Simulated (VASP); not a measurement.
# CuAu (P4/mmm) in VASP: notebook

The runs below take CuAu through single point, with LDA, PBEsol.

All numbers are computed with VASP 6.6.1; they aren't measurements. Logs are shortened: lines on timing, memory, paths and dates and some standing lists are left out, and cuts for length are marked.

## 1. Starting point

Symmetry: P4/mmm, No. 123, tetragonal system. Conventional cell: a = 2.800 Å, b = 2.800 Å, c = 3.670 Å, α = 90.00°, β = 90.00°, γ = 90.00°. Cu (site symmetry 4/mmm) is surrounded by 8 Au at 2.70 Å and 4 Cu at 2.80 Å. Au (site symmetry 4/mmm) is surrounded by 8 Cu at 2.70 Å and 4 Au at 2.80 Å.

## 2. Single point, LDA (functional LDA, strained and moved within the space group)

INCAR

```
SYSTEM = CuAu
PREC = Accurate ; ENCUT = 520
EDIFF = 1E-6 ; ISMEAR = 0
SIGMA = 0.1 ; LREAL = .False.
LASPH = .True. ; NELM = 100
ALGO = Fast ; ISIF = 2
LWAVE = .False. ; LCHARG = .True.
GGA = CA ; LELF = .True.
LVHAR = .True. ; NBANDS = 18
```

KPOINTS

```
regular mesh
0
Gamma
  16 16 12
  0 0 0
```

POSCAR

```
CuAu
1.0
    2.7797000000      0.0000000000      0.0000000000
    0.0000000000      2.7797000000      0.0000000000
    0.0000000000      0.0000000000      3.6433925000
Cu Au
1 1
Direct
    0.5000000000      0.5000000000      0.5000000000
    0.0000000000      0.0000000000      0.0000000000
```

Potentials or basis: VASP PAW LDA potentials, release 64 (Cu, Au).

Run with:

```sh
> cat potpaw_LDA.64/Cu/POTCAR potpaw_LDA.64/Au/POTCAR > POTCAR
> mpirun -np 1 vasp_std > vasp.out
```

OUTCAR:

```text
SYSTEM = CuAu
   PREC = Accurate
   ENCUT = 520
   EDIFF = 1E-6
   ISMEAR = 0
   LREAL = .False.
   LASPH = .True.
   NELM = 100
   ISIF = 2
   GGA = CA

 ion  position               nearest neighbor table
   1  0.500  0.500  0.500-   2 2.68   2 2.68   2 2.68   2 2.68   2 2.68   2 2.68   2 2.68   2 2.68

   2  0.000  0.000  0.000-   1 2.68   1 2.68   1 2.68   1 2.68   1 2.68   1 2.68   1 2.68   1 2.68

  LATTYP: Found a simple tetragonal cell.
 ALAT       =     2.7797000000
 C/A-ratio  =     1.3107142857

  Lattice vectors:

 A1 = (   2.7797000000,   0.0000000000,   0.0000000000)
 A2 = (   0.0000000000,   2.7797000000,   0.0000000000)
 A3 = (   0.0000000000,   0.0000000000,   3.6433925000)

Analysis of symmetry for initial positions (statically):
=====================================================================
 Subroutine PRICEL returns:
 Original cell was already a primitive cell.

 Routine SETGRP: Setting up the symmetry group for a
 simple tetragonal supercell.

 Subroutine GETGRP returns: Found 16 space group operations
 (whereof 16 operations were pure point group operations)
 out of a pool of 16 trial point group operations.

The static configuration has the point symmetry D_4h.

Analysis of symmetry for dynamics (positions and initial velocities):
=====================================================================
 Subroutine PRICEL returns:
 Original cell was already a primitive cell.

 Routine SETGRP: Setting up the symmetry group for a
 simple tetragonal supercell.

 Subroutine GETGRP returns: Found 16 space group operations
 (whereof 16 operations were pure point group operations)
 out of a pool of 16 trial point group operations.

The dynamic configuration has the point symmetry D_4h.

 Subroutine INISYM returns: Found 16 space group operations
 (whereof 16 operations are pure point group operations),
 and found     1 'primitive' translations

----------------------------------------------------------------------------------------

                                     Primitive cell

  volume of cell :      28.1515

  direct lattice vectors                    reciprocal lattice vectors
     2.779700000  0.000000000  0.000000000     0.359751052  0.000000000  0.000000000
     0.000000000  2.779700000  0.000000000     0.000000000  0.359751052  0.000000000
     0.000000000  0.000000000  3.643392500     0.000000000  0.000000000  0.274469468

  length of vectors
     2.779700000  2.779700000  3.643392500     0.359751052  0.359751052  0.274469468

  position of ions in fractional coordinates (direct lattice)
     0.500000000  0.500000000  0.500000000
     0.000000000  0.000000000  0.000000000

  ion indices of the primitive-cell ions
   primitive index   ion index
                 1           1
                 2           2

----------------------------------------------------------------------------------------

 KPOINTS: regular mesh

Automatic generation of k-mesh.
 Grid dimensions read from file:
 generate k-points for:   16   16   12

 Generating k-lattice:

  Cartesian coordinates                     Fractional coordinates (reciprocal lattice)
     0.022484441  0.000000000  0.000000000     0.062500000  0.000000000  0.000000000
     0.000000000  0.022484441  0.000000000     0.000000000  0.062500000  0.000000000
     0.000000000  0.000000000  0.022872456     0.000000000  0.000000000  0.083333333

  Length of vectors
     0.022484441  0.022484441  0.022872456

  Shift w.r.t. Gamma in fractional coordinates (k-lattice)
     0.000000000  0.000000000  0.000000000

 Subroutine IBZKPT returns following result:
 ===========================================

 Found    315 irreducible k-points:

 Following reciprocal coordinates:
            Coordinates               Weight
  0.000000  0.000000  0.000000      1.000000
  0.062500  0.000000  0.000000      4.000000
  0.125000  0.000000  0.000000      4.000000
  0.187500  0.000000  0.000000      4.000000
  0.250000  0.000000  0.000000      4.000000
  0.312500  0.000000  0.000000      4.000000
[... 16 lines left out ...]
  0.437500  0.125000  0.000000      8.000000
  0.500000  0.125000  0.000000      4.000000
 [... further k-points ...]
   k-points           NKPTS =    315   k-points in BZ     NKDIM =    315   number of bands    NBANDS=     18
   number of dos      NEDOS =    301   number of ions     NIONS =      2
   total plane-waves  NPLWV =  16128
   dimension x,y,z NGX =    24 NGY =   24 NGZ =   28
   dimension x,y,z NGXF=    48 NGYF=   48 NGZF=   56
   ions per type =               1   1
   NGX,Y,Z   is equivalent  to a cutoff of  14.35, 14.35, 12.78 a.u.
   NGXF,Y,Z  is equivalent  to a cutoff of  28.71, 28.71, 25.55 a.u.
 SYSTEM =  CuAu
   PREC   = accura    normal or accurate (medium, high low for compatibility)
   ISTART =      0    job   : 0-new  1-cont  2-samecut
   ICHARG =      2    charge: 1-file 2-atom 10-const
   ISPIN  =      1    spin polarized calculation?
   LNONCOLLINEAR =      F non collinear calculations
   LSORBIT =      F    spin-orbit coupling
   LASPH  =      T    aspherical Exc in radial PAW
   ENCUT  =  520.0 eV  38.22 Ry    6.18 a.u.   5.17  5.17  6.77*2*pi/ulx,y,z
   NELM   =    100;   NELMIN=  2; NELMDL= -5     # of ELM steps
   EDIFF  = 0.1E-05   stopping-criterion for ELM
   LREAL  =      F    real-space projection
   EDIFFG = 0.1E-04   stopping-criterion for IOM
   NSW    =      0    number of steps for IOM
   IBRION =     -1    ionic relax: 0-MD 1-quasi-New 2-CG
   NFREE  =      0    steps in history (QN), initial steepest desc. (CG)
   ISIF   =      2    stress and relaxation
   ISYM   =      2    0-nonsym 1-usesym 2-fastsym
   POTIM  = 0.5000    time-step for ionic-motion
   TEBEG  =    0.0;   TEEND  =   0.0 temperature during run
   PSTRESS=    0.0 pullay stress
   NELECT =      22.0000    total number of electrons
   NUPDOWN=      -1.0000    fix difference up-down
   EMIN   =  10.00;   EMAX   =-10.00  energy-range for DOS
   EFERMI =   0.00;   METHOD = LEGACY
   ISMEAR =     0;   SIGMA  =   0.10  broadening in eV -4-tet -1-fermi 0-gaus
   EFERMI_NEDOS =   21; number of points for ismear=-14 and -15
   IALGO  =     68    algorithm
   IMIX   =      4    mixing-type and parameters
     AMIX     =   0.40;   BMIX     =  1.00
     AMIX_MAG =   1.60;   BMIX_MAG =  1.00
  volume/ion in A,a.u.               =      14.08        94.99
  Fermi-wavevector in a.u.,A,eV,Ry     =   1.507932  2.849578 30.937733  2.273859
  Thomas-Fermi vector in A             =   2.618453
   LORBIT       =      0    0 simple, 1 ext, 2 COOP (PROOUT), +10 PAW based schemes
   GGA     = CA    functional components
   LHFCALC =     F    Hartree Fock is set to
   AEXX    =    0.0000 exact exchange contribution
   IVDW    =     0    specifies the selected vdW correction
   LEPSILON=     F    determine dielectric tensor
   LRPA    =     F    only Hartree local field effects (RPA)
 non-spin polarized calculation
 RMM-DIIS sequential band-by-band and
 Gauss-broadening in eV      SIGMA  =   0.10
  energy-cutoff  :      520.00
  volume of cell :       28.15
 maximum number of plane-waves:       784
 NGX is ok and might be reduce to    24
   NGX = 11   NGY = 11   NGZ = 13

 number of electron      22.0000007 magnetization

 Free energy of the ion-electron system (eV)
  ---------------------------------------------------
  ext. energy  EPLUGINS =         0.00000000
  ---------------------------------------------------
  free energy    TOTEN  =        -9.25979380 eV

  energy without entropy =       -9.25625561  energy(sigma->0) =       -9.25802470

 E-fermi :   9.0622     XC(G=0): -13.1682

 val. band max:        9.0560089841   @ k =   0.3750   0.3125   0.3333
 cond. band min:       9.0675980596   @ k =   0.5000   0.1250   0.1667
 fundamental gap:      0.0115890755
 Fermi energy:         9.0621569344

 k-point     1 :       0.0000    0.0000    0.0000
  band No.  band energies     occupation
      1      -1.0882      2.00000
      2       2.1365      2.00000
      3       2.3079      2.00000
      4       4.8144      2.00000
      5       4.8144      2.00000
      6       5.9577      2.00000
[... 10 lines left out ...]
     17      26.2662      0.00000
     18      26.5120      0.00000

 k-point     2 :       0.0625    0.0000    0.0000
  band No.  band energies     occupation
      1      -0.9938      2.00000
      2       2.1873      2.00000
      3       2.3606      2.00000
      4       4.7575      2.00000
      5       4.8373      2.00000
      6       5.9174      2.00000
[... 10 lines left out ...]
     17      26.5649      0.00000
     18      26.9649      0.00000

 k-point     3 :       0.1250    0.0000    0.0000
  band No.  band energies     occupation
      1      -0.7180      2.00000
      2       2.3079      2.00000
      3       2.5435      2.00000
      4       4.5916      2.00000
      5       4.9049      2.00000
      6       5.7997      2.00000
[... 10 lines left out ...]
     17      26.6288      0.00000
     18      28.7934      0.00000

 k-point     4 :       0.1875    0.0000    0.0000
  band No.  band energies     occupation
      1      -0.2822      2.00000
      2       2.4621      2.00000
      3       2.8681      2.00000
      4       4.3367      2.00000
      5       5.0131      2.00000
      6       5.6175      2.00000
[... 375 lines left out ...]
      4       3.7292      2.00000
      5       4.7675      2.00000
      6       5.1369      2.00000
[... 10 lines left out ...]
     17      22.9593      0.00000
     18      25.5534      0.00000

 k-point    23 :       0.4375    0.1250    0.0000
  band No.  band energies     occupation
      1       2.3061      2.00000
      2       3.2837      2.00000
      3       3.4572      2.00000
      4       3.6061      2.00000
      5       4.7566      2.00000
      6       5.2897      2.00000
[... 10 lines left out ...]
     17      22.5998      0.00000
     18      24.5353      0.00000

 k-point    24 :       0.5000    0.1250    0.0000
  band No.  band energies     occupation
      1       2.5117      2.00000
      2       3.2288      2.00000
      3       3.4948      2.00000
      4       3.5362      2.00000
      5       4.7519      2.00000
      6       5.3397      2.00000
[... 10 lines left out ...]
     17      22.7470      0.00000
     18      24.0581      0.00000

 [... further k-points ...]

------------------------ aborting loop because EDIFF is reached ----------------------------------------

  FORCE on cell =-STRESS in cart. coord.  units (eV):
  Direction    XX          YY          ZZ          XY          YZ          ZX
  --------------------------------------------------------------------------------------
  -------------------------------------------------------------------------------------
  Total       -0.6204406     -0.6204406     -0.8394005      0.0000000      0.0000000      0.0000000
  in kB      -35.3109178    -35.3109178    -47.7725017      0.0000000      0.0000000      0.0000000
  external PRESSURE =     -39.4647791 kB  Pullay stress =       0.0000000 kB

 VOLUME and BASIS-vectors are now :
 -----------------------------------------------------------------------------
  energy-cutoff  :      520.00
  volume of cell :       28.15
      direct lattice vectors                 reciprocal lattice vectors
     2.779700000  0.000000000  0.000000000     0.359751052  0.000000000  0.000000000
     0.000000000  2.779700000  0.000000000     0.000000000  0.359751052  0.000000000
     0.000000000  0.000000000  3.643392500     0.000000000  0.000000000  0.274469468

 POSITION                                       TOTAL-FORCE (eV/Angst)
 -----------------------------------------------------------------------------------
      1.38985      1.38985      1.82170         0.000000      0.000000      0.000000
      0.00000      0.00000      0.00000         0.000000      0.000000      0.000000
 -----------------------------------------------------------------------------------
    total drift:                                0.000000      0.000000     -0.000000

  FREE ENERGIE OF THE ION-ELECTRON SYSTEM (eV)
  ---------------------------------------------------
  free  energy   TOTEN  =        -9.2597938009 eV

  energy  without entropy=       -9.2562556059  energy(sigma->0) =       -9.25802470
```

It took 56 s on 1 thread of Intel Xeon 6975P-C (Granite Rapids), shared host; peak memory 0.27 GiB.

What came out:

| Item | Value |
| --- | --- |
| Free energy | -9.2598 eV |
| Pressure | -3.9 GPa |
| Band gap on the k mesh | none (metal or under the smearing width) |

Levels at points of the mesh, in eV from the Fermi level:
```tsv
k point	band 7	band 8	band 9	band 10	band 11	band 12	band 13	band 14	band 15	band 16
(0.00, 0.00, 0.00)	-3.02	-2.27	-1.80	-1.56	-1.56	1.99	8.29	10.05	10.05	17.06
(0.50, 0.00, 0.00)	-3.25	-3.18	-2.58	-2.37	-0.96	-0.11	9.49	9.64	11.58	11.60
(0.50, 0.50, 0.00)	-1.76	-1.66	-1.46	-1.46	0.53	0.53	5.34	7.03	10.04	11.66
(0.00, 0.00, 0.50)	-3.43	-2.80	-2.52	-2.51	-2.51	-2.13	14.49	14.76	14.76	15.28
(0.50, 0.00, 0.50)	-1.92	-1.85	-1.70	-1.63	-1.22	-1.21	2.79	4.52	15.92	16.31
(0.50, 0.50, 0.50)	-3.27	-2.30	-1.76	-1.65	5.35	5.54	5.54	6.40	7.00	7.12
```

[end of part 1 of 2]
